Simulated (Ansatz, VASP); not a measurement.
Two plane-wave programs on LiF

File INCAR:

```
PREC     = Accurate       # precision mode
ENCUT    = 520            # plane-wave cutoff, eV
EDIFF    = 1E-8           # SCF threshold, eV
ISMEAR   = -1             # smearing method
SIGMA    = 0.03           # smearing width, eV
LREAL    = False          # projectors in reciprocal space
LASPH    = True           # aspherical terms in the spheres
NELM     = 80             # most SCF steps
ALGO     = Normal         # electronic algorithm
ISIF     = 2              # what is computed and relaxed
LWAVE    = False          # write WAVECAR
LCHARG   = False          # write CHGCAR
GGA      = PS             # functional
LEFG     = True         
NBANDS   = 12             # bands
```

KPOINTS

```
Automatic mesh
0
Gamma
  10 10 10
```

File POSCAR:

```
LiF
1.0
    0.0000000000      2.0140000000      2.0140000000
    2.0140000000      0.0000000000      2.0140000000
    2.0140000000      2.0140000000      0.0000000000
Li F
1 1
Direct
    0.0000000000      0.0000000000      0.0000000000
    0.5000000000      0.5000000000      0.5000000000
```

Input for Ansatz:

```yaml
crystal:
  lattice:
    - [0.0, 2.014, 2.014]
    - [2.014, 0.0, 2.014]
    - [2.014, 2.014, 0.0]
  atoms:
    - { symbol: Li, position: [0.0, 0.0, 0.0] }
    - { symbol: F, position: [0.5, 0.5, 0.5] }
kpoints:
  mp_grid: { grid: [10, 10, 10] }
  band_path:
    path:
      - [0.0, 0.0, 0.0]
      - [0.5, 0.0, 0.5]
      - [0.625, 0.25, 0.625]
      - [0.375, 0.375, 0.75]
      - [0.0, 0.0, 0.0]
      - [0.5, 0.5, 0.5]
      - [0.5, 0.25, 0.75]
      - [0.5, 0.0, 0.5]
    npoints: 5
scf:
  occupations: { method: fermi_dirac, width: 0.03 }
hamiltonian:
  xc: pbesol
  pseudopotentials: { kind: paw }
output:
  forces: true
  stress: true
  eigenvalues: true
  efg: { contact_densities: true }
  write_density: true
  write_potential: true
  elf: true
  volumetric_format: npy
```

Alike in both runs: task electric field gradients; functional PBEsol; k mesh 10 × 10 × 10; occupations fermi-dirac, width 0.03 eV; no spin polarisation.

|  | VASP | Ansatz |
| --- | --- | --- |
| version | VASP 6.6.1 | Ansatz 0.2.0 |
| potentials or method | VASP PAW PBE potentials, release 64 (Li_sv, F) | PAW with Ansatz's default frozen-core files, scalar-relativistic |
| plane-wave cutoff (eV) | 520 | 420 |
| valence electrons in the cell | 10 | 10 |

```tsv
	VASP	Ansatz	Ansatz less VASP
gap on the k mesh at the Fermi level (eV)	8.92	8.92	+0.001
Vzz of the field gradient on the site that differs most (V/Å²)	0.0	0.0	0.00
```

The functional is the same, so the differences come from potentials, cutoffs and numerics.

 A k mesh can miss the band edges. PBEsol gaps usually lie below the measured ones, often by a third to a half.
